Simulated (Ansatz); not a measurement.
Take a crystal in which Sb has been replaced by P on all its sites, with the cell rescaled by a rough guess (in some cases also distorted within its space group) and nothing relaxed:

```yaml
crystal:
  lattice:
    - [-2.61889, 2.61889, 1.46877]
    - [2.61889, -2.61889, 1.46877]
    - [2.61889, 2.61889, -1.46877]
  atoms:
    - { symbol: Ga, position: [0.25000, 0.75000, 0.50000] }
    - { symbol: P, position: [0.00000, 0.00000, 0.00000] }
```

All numbers below come from DFT PBEsol, scalar-relativistic, plane waves, PAW in Ansatz 0.2.0.

Cutoff 420 eV; k points 16×16×16 on the computed 2-atom cell (Γ-centred); Gaussian smearing, width 0.10 eV; no spin polarisation.

Task: Will this cell want to expand or contract, and how hard?

Result: The pressure is -12.7 GPa (positive in compression), so the cell would contract.

Task: Is it a metal on this mesh?

Result: Yes, a band crosses the Fermi level.

Task: What is its energy against the elements in their standard states?

Result: +0.196 eV/atom at this unrelaxed geometry, with the elements in the same functional.

This form isn't the usual stable structure of the compound.